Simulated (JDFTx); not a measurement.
# Ir (Fm-3m) in JDFTx: further runs

One crystal, Ir, is run at these levels: PBE; tasks: relaxation of cell and atoms.

All numbers are computed with JDFTx 1.7.0 (patched build); they aren't measurements. Logs are shortened: lines on timing, memory, paths and dates and some standing lists are left out, and cuts for length are marked. The log counts tension as positive stress, the text compression.

## 1. Starting point

It takes space group Fm-3m (No. 225, cubic). The conventional cell has a = 3.831 Å, b = 3.831 Å, c = 3.831 Å, α = 90.00°, β = 90.00°, γ = 90.00°. Ir (site symmetry m-3m) has 12 Ir at 2.71 Å as nearest neighbours.

## 2. Relaxation of cell and atoms, PBE

Ir.in

```
lattice \
    0.0000000000     1.9156000000     1.9156000000 \
    1.9156000000     0.0000000000     1.9156000000 \
    1.9156000000     1.9156000000     0.0000000000
latt-scale 1.889726124626 1.889726124626 1.889726124626
coords-type Lattice
ion Ir     0.0000000000     0.0000000000     0.0000000000 1

ion-species pseudo/Ir.upf
elec-cutoff 34
elec-ex-corr gga-PBE
kpoint-folding 12 12 12
elec-smearing Fermi 0.0018374661
elec-n-bands 14
electronic-SCF nIterations 100 energyDiffThreshold 1e-09
electronic-minimize nIterations 30 energyDiffThreshold 1e-7
forces-output-coords Cartesian
lattice-minimize nIterations 40 energyDiffThreshold 1e-6

dump-name run.$VAR
dump End Ecomponents EigStats BandEigs Kpoints Forces Stress
```

Potentials or basis: PseudoDojo-SR-PBE-0.5-standard with smoothed tails.

On the command line:

```bash
$ jdftx -c 1 -i Ir.in -o Ir.out
```

What it wrote:

```text
*************** JDFTx 1.7.0 (patched build) ***************

Input parsed successfully to the following command list (including defaults):
[... the input with its defaults ...]

---------- Setting up symmetries ----------

Found 48 point-group symmetries of the bravais lattice
Found 48 space-group symmetries with basis
Applied RMS atom displacement 0 bohrs to make symmetries exact.

---------- Initializing the Grid ----------
R =
[            0      3.61996      3.61996  ]
[      3.61996            0      3.61996  ]
[      3.61996      3.61996            0  ]
unit cell volume = 94.8727
G =
[  -0.867853   0.867853   0.867853  ]
[   0.867853  -0.867853   0.867853  ]
[   0.867853   0.867853  -0.867853  ]
Minimum fftbox size, Smin = [  28  28  28  ]
Chosen fftbox size, S = [  28  28  28  ]

---------- Exchange Correlation functional ----------
Initalized PBE GGA exchange.
Initalized PBE GGA correlation.

---------- Setting up pseudopotentials ----------
Width of ionic core gaussian charges (only for fluid interactions / plotting) set to 0

Reading pseudopotential file 'pseudo/Ir.upf':
  'Ir' pseudopotential, 'PBE' functional
  Generated using ONCVPSP code by D. R. Hamann
  17 valence electrons, 4 orbitals, 8 projectors, 1001 radial grid points, with lMax = 3
    5S    l: 0   occupation:  2.0   eigenvalue: -3.600919
    5P    l: 1   occupation:  6.0   eigenvalue: -2.010143
    5D    l: 2   occupation:  7.0   eigenvalue: -0.262668
    6S    l: 0   occupation:  2.0   eigenvalue: -0.232672
  Core radius for overlap checks: 2.19 bohrs.

Initialized 1 species with 1 total atoms.

Folded 1 k-points by 12x12x12 to 1728 k-points.

---------- Setting up k-points, bands, fillings ----------
Reduced to 72 k-points under symmetry.
Computing the number of bands and number of electrons
Calculating initial fillings.
nElectrons:  17.000000   nBands: 14   nStates: 72

----- Setting up reduced wavefunction bases (one per k-point) -----
average nbasis = 898.486 , ideal nbasis = 898.366

---------- Setting up ewald sum ----------
Optimum gaussian width for ewald sums = 1.845466 bohr.
Real space sum over 2197 unit cells with max indices [  6  6  6  ]
Reciprocal space sum over 2197 terms with max indices [  6  6  6  ]

---------- Allocating electronic variables ----------
Initializing wave functions:  linear combination of atomic orbitals
Note: number of bands (14) exceeds available atomic orbitals (10)
Ir pseudo-atom occupations:   s ( 2 0 )  p ( 6 )  d ( 9 )
	FillingsUpdate:  mu: +0.894675899  nElectrons: 17.000000
LCAOMinimize: Iter:   0  F: -106.3825768751897414  |grad|_K:  4.414e-03  alpha:  1.000e+00
	FillingsUpdate:  mu: +0.971250668  nElectrons: 17.000000
LCAOMinimize: Iter:   1  F: -106.4729416552535355  |grad|_K:  4.086e-05  alpha:  6.169e-01  linmin: -2.865e-01  cgtest:  7.843e-01
LCAOMinimize: Encountered beta<0, resetting CG.
	FillingsUpdate:  mu: +0.971931087  nElectrons: 17.000000
LCAOMinimize: Iter:   2  F: -106.4729496884491624  |grad|_K:  7.681e-06  alpha:  6.821e-01  linmin:  7.629e-04  cgtest: -1.431e-03
	FillingsUpdate:  mu: +0.971861100  nElectrons: 17.000000
LCAOMinimize: Iter:   3  F: -106.4729500606172934  |grad|_K:  1.301e-07  alpha:  8.945e-01  linmin: -1.546e-05  cgtest:  1.512e-02
	FillingsUpdate:  mu: +0.971860867  nElectrons: 17.000000
LCAOMinimize: Iter:   4  F: -106.4729500607318471  |grad|_K:  5.061e-09  alpha:  9.509e-01  linmin:  1.235e-03  cgtest: -3.535e-03
LCAOMinimize: Converged (|Delta F|<1.000000e-06 for 2 iters).

--------- Lattice Minimization ---------

-------- Electronic minimization -----------
Will mix electronic density at each iteration.
	FillingsUpdate:  mu: +0.971860867  nElectrons: 17.000000
	FillingsUpdate:  mu: +0.968585616  nElectrons: 17.000000
SCF: Cycle:  0   F: -106.496083782769276   dF: -2.313e-02   |Residual|: 3.372e-02   |deigs|: 1.610e+00
	FillingsUpdate:  mu: +0.962236173  nElectrons: 17.000000
SCF: Cycle:  1   F: -106.497003300320387   dF: -9.195e-04   |Residual|: 9.689e-03   |deigs|: 7.439e-03
	FillingsUpdate:  mu: +0.960817357  nElectrons: 17.000000
SCF: Cycle:  2   F: -106.497033573726483   dF: -3.027e-05   |Residual|: 3.486e-03   |deigs|: 1.488e-03
	FillingsUpdate:  mu: +0.960957595  nElectrons: 17.000000
SCF: Cycle:  3   F: -106.497034951947782   dF: -1.378e-06   |Residual|: 4.024e-04   |deigs|: 2.480e-04
	FillingsUpdate:  mu: +0.960873631  nElectrons: 17.000000
SCF: Cycle:  4   F: -106.497035336417142   dF: -3.845e-07   |Residual|: 1.688e-04   |deigs|: 1.269e-04
	FillingsUpdate:  mu: +0.960909486  nElectrons: 17.000000
SCF: Cycle:  5   F: -106.497035439526755   dF: -1.031e-07   |Residual|: 1.488e-05   |deigs|: 4.510e-05
	FillingsUpdate:  mu: +0.960909512  nElectrons: 17.000000
SCF: Cycle:  6   F: -106.497035480198875   dF: -4.067e-08   |Residual|: 7.640e-06   |deigs|: 1.976e-05
	FillingsUpdate:  mu: +0.960910054  nElectrons: 17.000000
SCF: Cycle:  7   F: -106.497035496932327   dF: -1.673e-08   |Residual|: 2.520e-06   |deigs|: 1.158e-05
	FillingsUpdate:  mu: +0.960909914  nElectrons: 17.000000
SCF: Cycle:  8   F: -106.497035505464652   dF: -8.532e-09   |Residual|: 1.313e-06   |deigs|: 1.136e-05
[... 34 lines left out ...]
# Energy components:
   Eewald =      -91.5082882196129930
       EH =       14.4897861855401597
     Eloc =      -54.3364698521663527
      Enl =        5.9047644187671411
      Exc =      -21.8758657820099884
 Exc_core =        8.6628917943931683
       KE =       32.1663191241758568
-------------------------------------
     Etot =     -106.4968623309129896
       TS =        0.0001731814132639
-------------------------------------
        F =     -106.4970355123262493

LatticeMinimize: Iter:   0  F: -106.497035512326249  |grad|_K:  1.267e-02

#--- Lowdin population analysis ---
# oxidation-state Ir +0.195

-------- Electronic minimization -----------
Will mix electronic density at each iteration.
	FillingsUpdate:  mu: +0.960909928  nElectrons: 17.000000
	FillingsUpdate:  mu: +0.955135583  nElectrons: 17.000000
SCF: Cycle:  0   F: -106.497180999202286   dF: -4.263e-06   |Residual|: 1.843e-04   |deigs|: 3.228e-05
	FillingsUpdate:  mu: +0.955116119  nElectrons: 17.000000
SCF: Cycle:  1   F: -106.497181209623534   dF: -2.104e-07   |Residual|: 8.458e-05   |deigs|: 2.175e-05
	FillingsUpdate:  mu: +0.955108363  nElectrons: 17.000000
SCF: Cycle:  2   F: -106.497181324483492   dF: -1.149e-07   |Residual|: 1.573e-05   |deigs|: 9.738e-06
	FillingsUpdate:  mu: +0.955108643  nElectrons: 17.000000
SCF: Cycle:  3   F: -106.497181350078648   dF: -2.560e-08   |Residual|: 2.647e-06   |deigs|: 7.059e-06
	FillingsUpdate:  mu: +0.955108472  nElectrons: 17.000000
SCF: Cycle:  4   F: -106.497181362361786   dF: -1.228e-08   |Residual|: 2.807e-06   |deigs|: 6.474e-06
	FillingsUpdate:  mu: +0.955107649  nElectrons: 17.000000
SCF: Cycle:  5   F: -106.497181365941756   dF: -3.580e-09   |Residual|: 1.402e-06   |deigs|: 6.481e-06
	FillingsUpdate:  mu: +0.955107758  nElectrons: 17.000000
SCF: Cycle:  6   F: -106.497181366859309   dF: -9.176e-10   |Residual|: 5.664e-07   |deigs|: 6.222e-06
	FillingsUpdate:  mu: +0.955107918  nElectrons: 17.000000
[... 27 lines left out ...]
# Energy components:
   Eewald =      -91.3617306154131370
       EH =       14.5510751110938887
     Eloc =      -54.5382488626810868
      Enl =        5.9037040213924321
      Exc =      -21.8724049398608855
 Exc_core =        8.6628917929660556
       KE =       32.1577068180370134
-------------------------------------
     Etot =     -106.4970066744657231
       TS =        0.0001746928693052
-------------------------------------
        F =     -106.4971813673350312

LatticeMinimize: Iter:   1  F: -106.497181367335031  |grad|_K:  1.037e-02  alpha:  1.000e+00  linmin: -1.000e+00

#--- Lowdin population analysis ---
# oxidation-state Ir +0.195

-------- Electronic minimization -----------
Will mix electronic density at each iteration.
	FillingsUpdate:  mu: +0.955107918  nElectrons: 17.000000
	FillingsUpdate:  mu: +0.930598302  nElectrons: 17.000000
SCF: Cycle:  0   F: -106.497481469702535   dF: -7.952e-05   |Residual|: 7.666e-04   |deigs|: 8.456e-05
	FillingsUpdate:  mu: +0.930511121  nElectrons: 17.000000
SCF: Cycle:  1   F: -106.497483171677814   dF: -1.702e-06   |Residual|: 3.425e-04   |deigs|: 8.198e-05
	FillingsUpdate:  mu: +0.930474253  nElectrons: 17.000000
SCF: Cycle:  2   F: -106.497484257917932   dF: -1.086e-06   |Residual|: 4.916e-05   |deigs|: 2.959e-05
	FillingsUpdate:  mu: +0.930470520  nElectrons: 17.000000
SCF: Cycle:  3   F: -106.497484358323632   dF: -1.004e-07   |Residual|: 9.368e-06   |deigs|: 5.699e-06
	FillingsUpdate:  mu: +0.930472195  nElectrons: 17.000000
SCF: Cycle:  4   F: -106.497484435725397   dF: -7.740e-08   |Residual|: 8.952e-06   |deigs|: 4.923e-06
	FillingsUpdate:  mu: +0.930472082  nElectrons: 17.000000
SCF: Cycle:  5   F: -106.497484450133285   dF: -1.441e-08   |Residual|: 9.532e-06   |deigs|: 4.105e-06
	FillingsUpdate:  mu: +0.930471676  nElectrons: 17.000000
SCF: Cycle:  6   F: -106.497484460702481   dF: -1.057e-08   |Residual|: 1.371e-05   |deigs|: 3.928e-06
	FillingsUpdate:  mu: +0.930472967  nElectrons: 17.000000
[... 31 lines left out ...]
# Energy components:
   Eewald =      -90.7345337195958734
       EH =       14.8158942967456611
     Eloc =      -55.4052199291484939
      Enl =        5.8992517844545054
      Exc =      -21.8578749005752258
 Exc_core =        8.6628915627609118
       KE =       32.1222877402914690
-------------------------------------
     Etot =     -106.4973031650670663
       TS =        0.0001813016644961
-------------------------------------
        F =     -106.4974844667315637

LatticeMinimize: Iter:   2  F: -106.497484466731564  |grad|_K:  8.550e-04  alpha:  1.000e+00  linmin: -1.000e+00

#--- Lowdin population analysis ---
# oxidation-state Ir +0.195

-------- Electronic minimization -----------
Will mix electronic density at each iteration.
	FillingsUpdate:  mu: +0.930469760  nElectrons: 17.000000
	FillingsUpdate:  mu: +0.928483095  nElectrons: 17.000000
SCF: Cycle:  0   F: -106.497486551936802   dF: -5.007e-07   |Residual|: 6.474e-05   |deigs|: 3.283e-06
	FillingsUpdate:  mu: +0.928472987  nElectrons: 17.000000
SCF: Cycle:  1   F: -106.497486585616087   dF: -3.368e-08   |Residual|: 2.608e-05   |deigs|: 1.016e-05
	FillingsUpdate:  mu: +0.928471110  nElectrons: 17.000000
SCF: Cycle:  2   F: -106.497486602760830   dF: -1.714e-08   |Residual|: 8.631e-06   |deigs|: 2.570e-06
	FillingsUpdate:  mu: +0.928470552  nElectrons: 17.000000
SCF: Cycle:  3   F: -106.497486607019127   dF: -4.258e-09   |Residual|: 9.602e-07   |deigs|: 2.026e-06
	FillingsUpdate:  mu: +0.928470536  nElectrons: 17.000000
SCF: Cycle:  4   F: -106.497486609609510   dF: -2.590e-09   |Residual|: 1.097e-06   |deigs|: 1.675e-06
	FillingsUpdate:  mu: +0.928470492  nElectrons: 17.000000
SCF: Cycle:  5   F: -106.497486610169901   dF: -5.604e-10   |Residual|: 1.086e-06   |deigs|: 1.791e-06
	FillingsUpdate:  mu: +0.928470395  nElectrons: 17.000000
SCF: Cycle:  6   F: -106.497486610492317   dF: -3.224e-10   |Residual|: 6.570e-07   |deigs|: 1.723e-06
SCF: Converged (|Delta E|<1.000000e-09 for 2 iters).
[... 25 lines left out ...]
# Energy components:
   Eewald =      -90.6832397312282410
       EH =       14.8376553327285610
     Eloc =      -55.4761982923039199
      Enl =        5.8988692072692848
      Exc =      -21.8566885070110430
 Exc_core =        8.6628915584399486
       KE =       32.1194056755473127
-------------------------------------
     Etot =     -106.4973047565580941
       TS =        0.0001818539342255
-------------------------------------
        F =     -106.4974866104923166

LatticeMinimize: Iter:   3  F: -106.497486610492317  |grad|_K:  1.020e-04  alpha:  1.000e+00  linmin: -1.000e+00

#--- Lowdin population analysis ---
# oxidation-state Ir +0.195

-------- Electronic minimization -----------
Will mix electronic density at each iteration.
	FillingsUpdate:  mu: +0.928470395  nElectrons: 17.000000
	FillingsUpdate:  mu: +0.928235410  nElectrons: 17.000000
SCF: Cycle:  0   F: -106.497486637710878   dF: -5.953e-09   |Residual|: 9.085e-06   |deigs|: 2.341e-06
	FillingsUpdate:  mu: +0.928233776  nElectrons: 17.000000
SCF: Cycle:  1   F: -106.497486639241373   dF: -1.530e-09   |Residual|: 4.047e-06   |deigs|: 2.532e-06
	FillingsUpdate:  mu: +0.928234188  nElectrons: 17.000000
SCF: Cycle:  2   F: -106.497486639738767   dF: -4.974e-10   |Residual|: 2.266e-06   |deigs|: 1.801e-06
	FillingsUpdate:  mu: +0.928234573  nElectrons: 17.000000
SCF: Cycle:  3   F: -106.497486640016916   dF: -2.781e-10   |Residual|: 1.047e-06   |deigs|: 2.513e-06
SCF: Converged (|Delta E|<1.000000e-09 for 2 iters).
[... 25 lines left out ...]
# Energy components:
   Eewald =      -90.6771859845112829
       EH =       14.8402285552873039
     Eloc =      -55.4845855355794839
      Enl =        5.8988257285111212
      Exc =      -21.8565495314546823
 Exc_core =        8.6628915591234481
       KE =       32.1190704878737918
-------------------------------------
     Etot =     -106.4973047207498098
       TS =        0.0001819192671037
-------------------------------------
        F =     -106.4974866400169162

LatticeMinimize: Iter:   4  F: -106.497486640016916  |grad|_K:  1.394e-05  alpha:  1.000e+00  linmin: -1.000e+00

#--- Lowdin population analysis ---
# oxidation-state Ir +0.195

-------- Electronic minimization -----------
Will mix electronic density at each iteration.
	FillingsUpdate:  mu: +0.928234573  nElectrons: 17.000000
	FillingsUpdate:  mu: +0.928202956  nElectrons: 17.000000
SCF: Cycle:  0   F: -106.497486640277359   dF: -6.057e-11   |Residual|: 8.346e-07   |deigs|: 9.502e-07
	FillingsUpdate:  mu: +0.928202871  nElectrons: 17.000000
SCF: Cycle:  1   F: -106.497486640465908   dF: -1.885e-10   |Residual|: 8.676e-07   |deigs|: 1.670e-06
SCF: Converged (|Delta E|<1.000000e-09 for 2 iters).
[... 25 lines left out ...]
# Energy components:
   Eewald =      -90.6763846132226519
       EH =       14.8405801232256973
     Eloc =      -55.4857174926312524
      Enl =        5.8988214491551609
      Exc =      -21.8565333819467327
 Exc_core =        8.6628915592281821
       KE =       32.1190376434713514
-------------------------------------
     Etot =     -106.4973047127202506
       TS =        0.0001819277456616
-------------------------------------
        F =     -106.4974866404659082

LatticeMinimize: Iter:   5  F: -106.497486640465908  |grad|_K:  1.705e-06  alpha:  1.000e+00  linmin:  1.000e+00
LatticeMinimize: Converged (|Delta F|<1.000000e-06 for 2 iters).

#--- Lowdin population analysis ---
# oxidation-state Ir +0.195

Dumping 'run.eigStats' ...
	eMin: -2.489364 at state 0 ( [ +0.000000 +0.000000 +0.000000 ] spin 0 )
	HOMO: +0.927523 at state 38 ( [ +0.000000 +0.333333 -0.333333 ] spin 0 )
	mu  : +0.928203
	LUMO: +0.928263 at state 15 ( [ +0.000000 +0.083333 -0.250000 ] spin 0 )
	eMax: +1.829118 at state 71 ( [ +0.250000 +0.500000 -0.250000 ] spin 0 )
	HOMO-LUMO gap: +0.000740
	Optical gap  : +0.028433 at state 34 ( [ +0.000000 +0.333333 +0.333333 ] spin 0 )
Done!
```

It took 54 s on 1 thread of AMD EPYC 9R45 (Zen 5), shared host; peak memory 0.08 GiB.

What came out:

```
Free energy                            : -2897.9442 eV
Relaxed volume                         : 14.45 Å³/atom
Relaxed cell                           : a = 2.734 Å, b = 2.734 Å, c = 2.734 Å, α = 60.00°, β = 60.00°, γ = 60.00°
Space group after relaxing (to 0.05 Å) : Fm-3m (No. 225)
Energy gained by relaxing              : 12.3 meV/atom
Ionic steps                            : 6
Pressure after relaxing                : 0.0 GPa
Band gap on the k mesh                 : none (metal or under the smearing width)
```

Step by step:
```tsv
step	energy change (eV)	largest force (eV/Å)	pressure (GPa)	volume (Å³)
1	0.0000	0.0000	10.35	14.06
2	-0.0040	0.0000	8.43	14.13
3	-0.0122	0.0000	0.68	14.42
4	-0.0123	0.0000	0.08	14.45
5	-0.0123	0.0000	0.01	14.45
6	-0.0123	0.0000	0.00	14.45
```

Final structure:
```xyz
1
Lattice="0.0000 1.9332 1.9332 1.9332 0.0000 1.9332 1.9332 1.9332 0.0000" Properties=species:S:1:pos:R:3 pbc="T T T"
Ir    0.0000    0.0000    0.0000
```

## 3. Relaxation of cell and atoms, PBE

Ir.in is that of step 2.

Potentials or basis: PseudoDojo-SR-PBE-0.5-stringent with smoothed tails.

On the command line:

```bash
$ jdftx -c 1 -i Ir.in -o Ir.out
```

It took 50 s on 1 thread of AMD EPYC 9R45 (Zen 5), shared host; peak memory 0.08 GiB.

The run converged. Its results:

```
Free energy                            : -2897.9442 eV
Relaxed volume                         : 14.45 Å³/atom
Relaxed cell                           : a = 2.734 Å, b = 2.734 Å, c = 2.734 Å, α = 60.00°, β = 60.00°, γ = 60.00°
Space group after relaxing (to 0.05 Å) : Fm-3m (No. 225)
Energy gained by relaxing              : 12.3 meV/atom
Ionic steps                            : 6
Pressure after relaxing                : 0.0 GPa
Band gap on the k mesh                 : none (metal or under the smearing width)
```

Step by step:
```csv
step,energy change (eV),largest force (eV/Å),pressure (GPa),volume (Å³)
1,0.0000,0.0000,10.35,14.06
2,-0.0040,0.0000,8.43,14.13
3,-0.0122,0.0000,0.68,14.42
4,-0.0123,0.0000,0.08,14.45
5,-0.0123,0.0000,0.01,14.45
6,-0.0123,0.0000,0.00,14.45
```

Final structure:
```
Ir
1.0
     0.00000    1.93317    1.93317
     1.93317    0.00000    1.93317
     1.93317    1.93317    0.00000
Ir
1
Direct
  0.00000 0.00000 0.00000
```

Levels at points of the mesh, in eV from the Fermi level:
```
           k point  band 4  band 5  band 6  band 7  band 8  band 9  band 10
(0.00, 0.00, 0.00)  -49.42  -10.93   -3.79   -3.79   -3.79   -1.19    -1.19
(0.00, 0.00, 0.50)  -49.52   -7.91   -3.89   -3.89   -0.76    0.84     0.84
(0.00, 0.50, 0.50)  -49.69   -7.71   -7.14    0.81    1.40    1.40     1.64
```

The run has no spin-orbit coupling, so splittings on Ir are missing. Zero-point motion and thermal expansion aren't in these numbers.
